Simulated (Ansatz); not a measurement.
## Al3Cu2: strain energy, fitted

Al3Cu2, P-3m1, a = 4.099 Å, c = 4.982 Å. The structure is a Materials Project entry; whether it is the stable form wasn't checked. Ansatz: PBEsol, PAW, 420 eV, Γ-centred 12×12×8 mesh on 5 atoms, Gaussian smearing 0.10 eV; no spin polarisation. Series: biaxial strain in the a-b plane, c and atoms relaxed; x is the strain in per cent. y is the free energy over the unstrained cell, V0 = 14.496 Å³/atom.

```
x (%) y (meV/atom)
 -3.0         23.25
 -2.0         10.18
 -1.0          2.48
  0.0          0.00
  1.0          2.33
  2.0             ?
  3.0         19.07
```

Task: Fit y = c2 x² + c3 x³ to the other rows, turn c2 into a modulus, and predict the missing energy.

Result: Least squares on the rows shown. y = 2.3551 x² − 0.078142 x³. In eV per unit strain² c2 is 23.55; M is the biaxial modulus (E = M V0 ε²): 23.55 × 160.2 / (14.496) = 260 GPa. At x = 2.0 the fit asked for gives 8.80 meV/atom. The run gave 8.84 meV/atom, so the fit is 0.04 meV/atom too low, within the rms miss on the fitted rows (0.07 meV/atom).